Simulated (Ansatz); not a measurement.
A plane-wave DFT run in Ansatz 0.2.0 (scalar-relativistic PAW potentials unless the input names others): input and command.

```yaml
crystal:
  lattice:
    - [2.5068463374, 0.0, 0.0]
    - [-1.2534231687, 2.1709926116, 0.0]
    - [0.0, 0.0, 34.071592834]
  atoms:
    - { symbol: C, position: [0.3333333333, 0.6666666667, 0.224021028] }
    - { symbol: C, position: [0.0, 0.0, 0.2317259907] }
    - { symbol: C, position: [0.0, 0.0, 0.2808288081] }
    - { symbol: C, position: [0.6666666667, 0.3333333333, 0.2950916198] }
    - { symbol: C, position: [0.6666666667, 0.3333333333, 0.3406450273] }
    - { symbol: C, position: [0.3333333333, 0.6666666667, 0.3557423795] }
    - { symbol: C, position: [0.3333333333, 0.6666666667, 0.4016322661] }
    - { symbol: C, position: [0.6666666667, 0.3333333333, 0.4167896316] }
    - { symbol: C, position: [0.6666666667, 0.3333333333, 0.4618996749] }
    - { symbol: C, position: [0.0, 0.0, 0.4770757051] }
    - { symbol: C, position: [0.0, 0.0, 0.5229110747] }
    - { symbol: C, position: [0.6666666667, 0.3333333333, 0.5380826477] }
    - { symbol: C, position: [0.6666666667, 0.3333333333, 0.5832240997] }
    - { symbol: C, position: [0.3333333333, 0.6666666667, 0.5982860665] }
    - { symbol: C, position: [0.3333333333, 0.6666666667, 0.6434775896] }
    - { symbol: C, position: [0.0, 0.0, 0.6585632876] }
    - { symbol: C, position: [0.0, 0.0, 0.7048610263] }
    - { symbol: C, position: [0.3333333333, 0.6666666667, 0.7192796315] }
    - { symbol: C, position: [0.3333333333, 0.6666666667, 0.7682194492] }
    - { symbol: C, position: [0.6666666667, 0.3333333333, 0.775988394] }
basis:
  ecutwfc: "700 eV"
kpoints:
  mp_grid: { grid: [12, 12, 1] }
hamiltonian:
  xc: pbesol
scf:
  occupations: { method: fermi_dirac, width: 0.3 }
  eigensolver: { kind: davidson }
output:
  forces: true
  eigenvalues: true
efield:
  axis: 3
  dipole_correction: true
  ramp_width: 0.04
```

```bash
ansatz run input.yaml --threads 2 --pin off --max-ram 5120MiB --backend cpu --events-out ev --progress --plain --runs-dir out
```

Abridged log:
```
Basis set: ecut = 700 eV, 7935 PW (Γ), exchange–correlation on 48×48×600 points (8 copies of the dense FFT grid, shifted against one another)
Bands: 64, of which v1, the nominal top of the filled ones, is band 40 counted from 1 (39 counted from 0)
Symmetry: 6 space group operations
k-points: 19 of 144 (time reversal used)
SCF iter   1: F=—  HF=-4930.006909 eV  |F-HF|=—  |Δ(HF+E_count)|=         —  Δρ=1.85e-2  dr2=4.54e0  ethr=1.77e-3  p=-0.003 e·Å  D=-2.99e-3 V/Å  ΔV_dip=0.10 eV  dr2_dipole=2.85e-3  V_vac-E_F(+/−)=4.89/4.79 eV  ⟨swp⟩=11.2  Hψ=7367  notcnv=0  reapply=8
efield: sawtooth ramp at fractional position 0.9800 (placed from the atoms, in the widest stretch of the axis that holds none; the zero of the levels goes with the place), width 0.0400; the density the first Hamiltonian is built on has a dipole p = -0.003 e·Å; the dipole correction subtracts the counter field D = -2.99e-3 V/Å, which shifts the + side's vacuum level by +0.10 eV against the − side's; the planar-averaged density in the ramp window peaks in size at 5.2e-5 e/Å³
SCF iter   2: F=—  HF=-4929.712508 eV  |F-HF|=—  |Δ(HF+E_count)|=   2.94e-1  Δρ=9.08e-3  dr2=7.20e-1  ethr=1.77e-3  p=-0.001 e·Å  D=-1.37e-3 V/Å  ΔV_dip=0.05 eV  dr2_dipole=3.18e-4  V_vac-E_F(+/−)=4.71/4.66 eV  ⟨swp⟩=8.1  Hψ=2616  notcnv=0  defer=6
SCF iter   3: F=—  HF=-4929.682279 eV  |F-HF|=—  |Δ(HF+E_count)|=   3.02e-2  Δρ=7.21e-3  dr2=3.83e-1  ethr=9.00e-4  p=-0.001 e·Å  D=-7.24e-4 V/Å  ΔV_dip=0.02 eV  dr2_dipole=6.52e-5  V_vac-E_F(+/−)=4.70/4.67 eV  ⟨swp⟩=7.5  Hψ=3029  notcnv=0  defer=1
SCF iter   4: F=—  HF=-4929.641445 eV  |F-HF|=—  |Δ(HF+E_count)|=   4.08e-2  Δρ=3.67e-3  dr2=1.89e-1  ethr=4.79e-4  p= 0.000 e·Å  D=-4.26e-4 V/Å  ΔV_dip=0.01 eV  dr2_dipole=1.54e-5  V_vac-E_F(+/−)=4.70/4.68 eV  ⟨swp⟩=7.1  Hψ=2747  notcnv=0  defer=1
SCF iter   5: F=—  HF=-4929.614342 eV  |F-HF|=—  |Δ(HF+E_count)|=   2.71e-2  Δρ=1.22e-3  dr2=1.58e-2  ethr=1.99e-5  p= 0.000 e·Å  D=-1.91e-4 V/Å  ΔV_dip=0.01 eV  dr2_dipole=9.97e-7  V_vac-E_F(+/−)=4.71/4.71 eV  ⟨swp⟩=3.9  Hψ=4338  notcnv=0
SCF iter   6: F=—  HF=-4929.612479 eV  |F-HF|=—  |Δ(HF+E_count)|=   1.86e-3  Δρ=5.75e-4  dr2=1.91e-3  ethr=1.98e-5  p= 0.000 e·Å  D=-1.11e-4 V/Å  ΔV_dip=0.00 eV  dr2_dipole=6.10e-6  V_vac-E_F(+/−)=4.74/4.73 eV  ⟨swp⟩=3.5  Hψ=2060  notcnv=0  defer=1
SCF iter   7: F=—  HF=-4929.612333 eV  |F-HF|=—  |Δ(HF+E_count)|=   1.46e-4  Δρ=3.05e-4  dr2=3.74e-4  ethr=2.39e-6  p= 0.000 e·Å  D=-1.29e-4 V/Å  ΔV_dip=0.00 eV  dr2_dipole=8.52e-6  V_vac-E_F(+/−)=4.77/4.77 eV  ⟨swp⟩=4.1  Hψ=2215  notcnv=0
SCF iter   8: F=—  HF=-4929.612100 eV  |F-HF|=—  |Δ(HF+E_count)|=   2.33e-4  Δρ=1.43e-4  dr2=1.02e-4  ethr=4.67e-7  p= 0.000 e·Å  D=-1.84e-4 V/Å  ΔV_dip=0.01 eV  dr2_dipole=5.27e-6  V_vac-E_F(+/−)=4.80/4.79 eV  ⟨swp⟩=2.9  Hψ=2069  notcnv=0
SCF iter   9: F=—  HF=-4929.612088 eV  |F-HF|=—  |Δ(HF+E_count)|=   1.23e-5  Δρ=6.83e-5  dr2=3.87e-5  ethr=1.27e-7  p= 0.000 e·Å  D=-2.47e-4 V/Å  ΔV_dip=0.01 eV  dr2_dipole=2.67e-6  V_vac-E_F(+/−)=4.82/4.81 eV  ⟨swp⟩=3.1  Hψ=2112  notcnv=0
SCF iter  10: F=—  HF=-4929.612072 eV  |F-HF|=—  |Δ(HF+E_count)|=   1.61e-5  Δρ=5.50e-5  dr2=1.62e-5  ethr=4.84e-8  p= 0.000 e·Å  D=-2.72e-4 V/Å  ΔV_dip=0.01 eV  dr2_dipole=9.05e-7  V_vac-E_F(+/−)=4.83/4.82 eV  ⟨swp⟩=3.1  Hψ=2154  notcnv=0
SCF iter  11: F=—  HF=-4929.612070 eV  |F-HF|=—  |Δ(HF+E_count)|=   1.59e-6  Δρ=2.08e-5  dr2=1.37e-6  ethr=2.03e-8  p= 0.000 e·Å  D=-2.91e-4 V/Å  ΔV_dip=0.01 eV  dr2_dipole=3.99e-7  V_vac-E_F(+/−)=4.83/4.82 eV  ⟨swp⟩=2.9  Hψ=2046  notcnv=0
SCF iter  12: F=—  HF=-4929.612070 eV  |F-HF|=—  |Δ(HF+E_count)|=   2.24e-7  Δρ=6.71e-6  dr2=1.39e-7  ethr=1.71e-9  p= 0.000 e·Å  D=-3.06e-4 V/Å  ΔV_dip=0.01 eV  dr2_dipole=9.59e-8  V_vac-E_F(+/−)=4.84/4.83 eV  ⟨swp⟩=3.1  Hψ=2117  notcnv=0
SCF iter  13: F=-4929.612070 eV  HF=-4929.612070 eV  |F-HF|=2.62e-8  |Δ(HF+E_count)|=   7.98e-8  Δρ=2.94e-6  dr2=3.66e-8  ethr=1.74e-10  p= 0.000 e·Å  D=-3.14e-4 V/Å  ΔV_dip=0.01 eV  dr2_dipole=2.16e-8  V_vac-E_F(+/−)=4.84/4.83 eV  ⟨swp⟩=3.4  Hψ=2254  notcnv=0
SCF 1 converged in 13 iterations: F = -4929.612070 eV  dr2 = 3.66e-8
  Residual-converged pass: ⟨swp⟩=3.8  Hψ=2847  notcnv=0  max |occ|·‖R‖ = 6.6e-6 eV (tolerance 6.7e-6 eV) dr2=3.68e-8  dr2_onsite=1.82e-10  max |Δocc| = 8.9e-10
SCF converged after 13 iterations
Free energy (F): -4929.612070 eV
Harris-Foulkes:  -4929.612070 eV  (|F-HF|=2.62e-8)
Internal energy: -4928.932827 eV  (E = F + TS)
E sigma→0 (E₀):  -4929.272449 eV
Entropy (-TS):   -0.679243 eV (-33.962 meV/atom)
Fermi energy:    7.112180 eV
Dipole field:    D = -0.000519 V/Å  (p = -0.000532 e·Å, saw-weighted, corrected)
Work function:   Φ+ = 4.8406 eV   Φ− = 4.8230 eV
Levels:          The Fermi level and band energies are counted from a zero that moves with the ramp; work functions are not
--- Forces (eV/Å), atoms counted from 1 ---
  atom   1  C      0.00000000     0.00000000    -0.55819503
  atom   2  C      0.00000000     0.00000000     0.23662972
  atom   3  C      0.00000000     0.00000000     0.37209495
  atom   4  C      0.00000000     0.00000000    -0.05599540
  atom   5  C      0.00000000     0.00000000     0.03573485
  atom   6  C      0.00000000     0.00000000    -0.03061866
  atom   7  C      0.00000000     0.00000000    -0.00093881
  atom   8  C      0.00000000     0.00000000     0.00618116
  atom   9  C      0.00000000     0.00000000     0.00028660
  atom  10  C      0.00000000     0.00000000    -0.00247267
  atom  11  C      0.00000000     0.00000000     0.00330952
  atom  12  C      0.00000000     0.00000000    -0.00104520
  atom  13  C      0.00000000     0.00000000    -0.00785037
  atom  14  C      0.00000000     0.00000000     0.00474899
  atom  15  C      0.00000000     0.00000000     0.02162892
  atom  16  C      0.00000000     0.00000000    -0.04283292
  atom  17  C      0.00000000     0.00000000     0.06648958
  atom  18  C      0.00000000     0.00000000    -0.36865016
  atom  19  C      0.00000000     0.00000000    -0.24557703
  atom  20  C      0.00000000     0.00000000     0.56710473
```

Apart from outputs, empty bands and the relaxation, which only the reference makes, the input differs from a reference run on usual settings in scf.eigensolver.kind: not typed → "davidson"; scf.occupations.method: "gaussian" → "fermi_dirac"; scf.occupations.width: 0.05 → 0.3; basis.ecutwfc: 420 → "700 eV". The reference, at the same geometry, ended its own course with largest force 0.010 eV/Å, no gap on the mesh. This run converged in 13 SCF iterations with an energy at zero smearing 8.92 meV/atom below the reference's, largest force 0.567 eV/Å, no gap on the mesh. Its smearing width is looser than usual, and the result moved.

It took 24 s on 2 threads of Intel(R) Xeon(R) 6975P-C (Granite Rapids) (shared host), peak memory 0.8 GiB.